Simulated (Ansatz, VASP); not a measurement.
# P in VASP and in Ansatz

```
P
1.0
     1.64774   -5.46504    0.00000
     1.64774    5.46504    0.00000
     0.00000    0.00000    4.54364
P
4
Direct
  0.90414 0.09586 0.58882
  0.09586 0.90414 0.41118
  0.59586 0.40414 0.08882
  0.40414 0.59586 0.91118
```

Alike in both runs: task single point; functional PBEsol; k mesh 8 × 8 × 6; occupations fermi-dirac, width 0.05 eV; no spin polarisation.

|  | VASP | Ansatz |
| --- | --- | --- |
| version | VASP 6.6.1 | Ansatz 0.2.0 |
| potentials or method | VASP PAW PBE potentials, release 64 (P) | Ansatz PAW |
| plane-wave cutoff (eV) | 520 | 420 |
| valence electrons in the cell | 20 | 20 |

VASP gave:

```
gap on the k mesh at the Fermi level (eV)       : 0.02
least direct gap on the mesh (eV)               : 0.02
pressure (GPa)                                  : -0.7
largest component of the traceless stress (GPa) : 0.42
rms of the force components (eV/Å)              : 0.160
```

Estimate Ansatz's values.

gap on the k mesh at the Fermi level (eV): 0.01; least direct gap on the mesh (eV): 0.01; pressure (GPa): -0.6; largest component of the traceless stress (GPa): 0.46; rms of the force components (eV/Å): 0.171.

Atom by atom the forces differ by 0.013 eV/Å (rms over components).

Caveats: the PAW data sets were made with another functional, which shifts forces and pressure a little (VASP); the PAW data sets come from PBE, with cores solved anew for the run's functional, which leaves a small shift of forces and pressure (Ansatz). A k mesh can miss the band edges. Expect the measured gap to be larger: semilocal functionals such as PBEsol lack the derivative discontinuity.
